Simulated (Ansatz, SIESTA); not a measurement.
**One calculation of La2O3, 3 ways**

```
CELL_PARAMETERS angstrom
6.37027 0.00000 0.00000
-3.18514 5.51682 0.00000
0.00000 0.00000 3.28989
ATOMIC_POSITIONS crystal
La 0.66667 0.33333 0.49810
La 0.33333 0.66667 0.50190
O 0.50461 0.00000 0.00000
O 0.00000 0.50461 0.00000
O 0.49539 0.49539 0.00000
```

The cell comes from a database or a generator and needn't be the stable form of this composition.

Alike in all runs: task band structure; functional PBEsol; k mesh 5 × 5 × 8; occupations fermi-dirac, width 0.05 eV; no spin polarisation; no spin-orbit coupling. Pressure is positive in compression and, in plane waves, holds the error of the finite cutoff, which Ansatz's Pulay term estimates and takes out. Gaps are the smaller of the mesh's and the band path's.

| program and potentials | plane-wave cutoff (eV) | notes | band gap (eV) | pressure (GPa) |
| --- | --- | --- | --- | --- |
| Ansatz, Ansatz PAW | 420 | potentials made for PBE, which Ansatz adapts in part; Pulay term of +0.33 GPa included | 1.56 | -3.11 |
| Ansatz, all-electron LAPW, scalar-relativistic | - | - | 1.56 | -3.09 |
| SIESTA, files PseudoDojo sr-pbesol-0.4.1-standard, DZP (energy shift 0.003 Ry; two zetas on semicore shells) | - | atomic basis | 1.31 | 1.92 |

Force on atom 3 (O), eV/Å:

```
                                                                                      program and potentials       x      y      z
                                                                                          Ansatz, Ansatz PAW  -0.044  0.000  0.000
                                                              Ansatz, all-electron LAPW, scalar-relativistic  -0.044  0.000  0.000
SIESTA, files PseudoDojo sr-pbesol-0.4.1-standard, DZP (energy shift 0.003 Ry; two zetas on semicore shells)  -0.030  0.000  0.000
```

The band gap spans 1.31 (SIESTA, files PseudoDojo sr-pbesol-0.4.1-standard, DZP (energy shift 0.003 Ry; two zetas on semicore shells)) to 1.56 eV (Ansatz, Ansatz PAW), with all-electron results at 1.56. The pressure spans -3.11 (Ansatz, Ansatz PAW) to 1.92 GPa (SIESTA, files PseudoDojo sr-pbesol-0.4.1-standard, DZP (energy shift 0.003 Ry; two zetas on semicore shells)), with all-electron results at -3.09. Rows in atomic bases carry the error of their basis and grid, which can be large.

The functional is the same throughout but for its coding, so the spread measures potentials, basis and numerics; runs on potential files found faulty are left out.
